## Seven questions on diamond-type crystals

In the diamond structure every atom has four equal neighbours, so five elements can be compared with the same geometry and different bond lengths. The table gives their gaps and some levels at Gamma, the point where the electron wave has the same phase in every cell. In C, Si, Ge and Sn, band -4 at Gamma is the bonding combination of s orbitals, and band -1 is the top of the bonding p levels, taken as zero. The Al crystal is a hypothetical one, and its energies count from the Fermi energy. With fewer electrons its columns shift: band -4 is a 2p core level, band -1 the bonding s level and band +1 the bonding p level, so its valence width is the distance between the last two.

Non-relativistic all-electron LAPW calculations with Ansatz 0.2.0 (PBE, no spin polarization) for five elements in the diamond structure, at fixed cells. Fermi-Dirac smearing is 0.05 to 0.08 eV, and k meshes run from 9×9×9 to 20×20×20. Kohn-Sham levels count from the valence top (Al: Fermi energy); bands -1 and +1 are the highest filled and lowest empty at Gamma.

| element | Z | group | period | cell | volume (Å³/atom) | shortest distance from M (Å) | gap (eV) | smallest direct gap on the path (eV) | Gamma, band -4 (eV) | Gamma, band -1 (eV) | Gamma, band +1 (eV) |
| --- | --- | --- | --- | --- | --- | --- | --- | --- | --- | --- | --- |
| C | 6 | 14 | 2 | measured cell (COD) | 5.672 | 1.54 | 4.15 | 5.60 | -21.46 | 0.00 | 5.60 |
| Al | 13 | 13 | 3 | relaxed with PAW | 27.64 | 2.62 | 0.00 | n/a | -64.44 | -7.84 | 2.09 |
| Si | 14 | 14 | 3 | measured cell (COD) | 20.02 | 2.35 | 0.60 | 2.56 | -11.92 | 0.00 | 2.56 |
| Ge | 32 | 14 | 4 | measured cell (COD) | 22.64 | 2.45 | 0.52 | 0.75 | -12.50 | 0.00 | 0.75 |
| Sn | 50 | 14 | 5 | measured cell (COD) | 34.19 | 2.81 | 0.60 | 0.77 | -10.06 | 0.00 | 0.77 |

### 1. Why is aluminium the only metal here?

Two atoms in the cell form four bonding bands, which need eight electrons; Al brings six. These could just fill three bands, but the fourth begins about 3 eV below the top of the third, so bands stay partly filled and no gap opens. The bonding p levels at Gamma, where these bands have their top, are empty, 2.09 eV above the Fermi energy, in the column that shows antibonding levels for the other elements. Would one more electron per atom help, with the bands frozen? The fifth band would still begin about 0.05 eV below the top of the fourth, so the bands would overlap slightly and the crystal would still have no gap. A gap needs the right electron count and also a large enough splitting between bonding and antibonding levels.

### 2. What does bond length do to that splitting?

The cleanest case is the distance between bonding and antibonding p levels, because the energy of the atomic p orbital drops out of it. It is 5.60 eV in C and 2.56 eV in Si, whose lowest empty level at Gamma is known to be of this kind. Tight-binding theory lets the coupling between neighbours fall as $1/d^2$, where $d$ is the shortest distance, as the kinetic energy of an electron confined to a length $d$ does. The splitting times $d^2$ indeed stays between 12.7 and 15.3 eV Å² in C, Al, Si and Ge, while the splitting itself changes threefold. Sn is left out, because the table gives only its lowest empty level at Gamma, at 0.77 eV, while the rule would put the antibonding p levels at about 1.8 eV. The Gamma levels in the full output of the run show what this lowest level is: it is single, and the threefold antibonding p level lies above it. It is thus the antibonding s level, as in Ge, which matters for question 6.

### 3. Why is the valence band of germanium deeper than that of silicon?

Ge has the longer bonds, so weaker coupling alone would make its valence band narrower. Yet its lowest valence level lies at -12.50 eV, against -11.92 eV in Si. The limit of distant atoms shows what is left out: the coupling vanishes there, but the s level still lies below the p level. At Gamma, coupling lowers the bonding s level by $S/d^2$ and the bonding p level by a smaller $P/d^2$. The width $W$ between them is then

$$W=\Delta+\frac{A}{d^2},\qquad A=S-P,$$

with $\Delta$ the s–p separation of the free atom.

With rough recalled values for $\Delta$, a fit of $A$ to all five crystals gives 31 eV Å²; the printed output after this text has the details. For Ge, which was part of the fit, $\Delta\approx7.5$ eV and $31.2/2.45^2\approx5.2$ eV add up to 12.7 eV. The model also puts Ge above Si, by 0.3 eV where the calculation has 0.6 eV. This difference is no larger than the model's own errors, so it supports the explanation but does not prove it. A straight line in $1/d^2$ that knows only the distance puts Ge below Si.

The larger $\Delta$ of Ge has a standard explanation in the atom. Between Si and Ge the 3d shell is filled, and its electrons screen the added nuclear charge poorly. The 4s electron, which comes closer to the nucleus than 4p, gains most from this. In carbon, by contrast, the short bond dominates: in the model, coupling supplies about 13 eV of the width and the atom about 8 eV.

### 4. Why is the direct gap of germanium so much smaller than that of silicon?

The p–p splitting is nearly the same in both, 2.54 eV in Ge and 2.56 eV in Si. What differs is the lowest empty state. In Ge the antibonding s level has dropped below the antibonding p levels and lies only 0.75 eV above the valence top. In C the same s level is far up, at 13.4 eV.

The two limits explain the change of order. For short bonds, strong coupling pushes the antibonding s level high; for distant atoms it must return to the atomic s level, below all p levels. In the model it lies above the antibonding p levels by $A/d^2-\Delta$. This is clearly positive for C and clearly negative for Ge and Sn, but for Si it comes out at about -1 eV and for Al at about -0.5 eV, which is the wrong order in both. So close to the crossing the model is too crude to give the order. It does suggest why Ge differs from Si: the larger $\Delta$ lowers $A/d^2-\Delta$ by 0.8 eV, the longer bond by only about 0.5 eV. Within the model, the deeper 4s level thus matters at least as much as the distance.

### 5. Do the similar gaps of silicon, germanium and tin mean that bond length no longer matters?

They do not, because the smallest gap compares different states. In these three elements, as in C, the gap is indirect: the lowest empty state lies away from Gamma. In Si the direct gap exceeds the smallest gap by almost 2 eV, in Ge by only 0.2 eV. The lowest empty state of Ge is found near the point L of the zone, that of Si, as is well known, near X. Values of 0.60, 0.52 and 0.60 eV are therefore no trend of one level.

### 6. What would relativity or a slightly longer bond change?

Relativity lowers s levels most, since s electrons reach the nucleus, where they move fast. The effect grows roughly as $(Z\alpha)^2$, with $Z$ the nuclear charge and $\alpha\approx1/137$: about 0.05 for Ge and 0.13 for Sn. For s levels some ten eV deep, this suggests a shift of the order of one eV in Sn, enough to close a direct gap of 0.77 eV. Real grey tin has no gap. Since PBE tends to make gaps too small, not too large, the gap in the table points to the missing relativity.

A longer bond acts in the same direction, because it moves the antibonding s level towards its atomic limit. For Ge the model suggests that one per cent in bond length lowers the direct gap by the order of a tenth of an eV. This matters here, since the Ge and Sn cells are both under a calculated pressure of about 4 GPa and would expand if they were relaxed.

### 7. Which digits can be trusted?

As solutions of the stated equations, the gaps should be good to a few hundredths of an eV: the estimated basis error is at most 1 meV per atom in the total energy, and gaps read from the k-point mesh differ from the table by at most 0.02 eV. As predictions for real crystals they are much worse. PBE gives a gap about 1.4 eV too small for C and 0.6 eV too small for Si, relative to rough recalled measurements of 5.5 and 1.2 eV.

Germanium looks better, with 0.52 eV against roughly 0.7 eV measured, but two errors cancel. PBE makes the gap too small, and leaving out relativity makes it too large; with relativity, PBE is known to close it nearly or fully. A single good gap is thus a poor reason to trust a method for the neighbouring elements.

Printed output of the fit:

```
fit of width - sp on 5 rows: coefficient of 1/d**2 31.17 +/- 0.59; rms 0.277, worst Si 0.423, leave-one-out rms 0.337
fit of width on 5 rows: constant 5.04 +/- 0.71, coefficient of 1/d**2 39.04 +/- 3; rms 0.564, worst Ge -0.955, leave-one-out rms 1.11
Valence width at Gamma in eV:
  row  computed  atomic s-p (recalled)  atomic plus bond  its miss  miss of distance-only line  width times d^2
    C     21.46                    8.2             21.34    -0.119                     0.04286            50.89
   Al      9.93                      5              9.54   -0.3899                      0.7979            68.16
   Si     11.92                    6.7             12.34    0.4233                      0.1899            65.83
   Ge      12.5                    7.5             12.69     0.192                     -0.9554            75.03
   Sn     10.06                    6.1             10.05   -0.0131                    -0.07527            79.43
Upper levels and gaps:
  row  p-p splitting in eV (Sn lowest empty level)  times d^2  direct minus smallest gap in eV  (Z alpha)^2
    C                                          5.6      13.28                             1.45     0.001917
   Al                                        1.849      12.69                              n/a     0.008999
   Si                                         2.56      14.14                             1.96      0.01044
   Ge                                         2.54      15.25                             0.23      0.05453
   Sn                                         0.77       6.08                             0.17       0.1331
Al, bottom of fourth valence band minus top of third, eV: -3.08
Al, bottom of fifth valence band minus top of fourth, eV: -0.05451
Valence width Ge minus Si, computed, eV: 0.58
Valence width Ge minus Si, atomic plus bond model, eV: 0.3487
Valence width Ge minus Si, distance-only line, eV: -0.5653
Sn triplet expected from mean p-p rule of the other rows, eV: 1.753
C, antibonding s singlet above valence top, eV: 13.38
C, s-s splitting times d^2, eV angstrom^2: 82.62
Ge, s-s splitting times d^2, eV angstrom^2: 79.53
Ge, crude shift of direct gap for 1 percent longer bonds (order of magnitude), eV: -0.1612
Largest difference between mesh gap and table gap, eV: 0.02099
C, measured gap (rough, recalled) minus computed, eV: 1.35
Si, measured gap (rough, recalled) minus computed, eV: 0.6
```
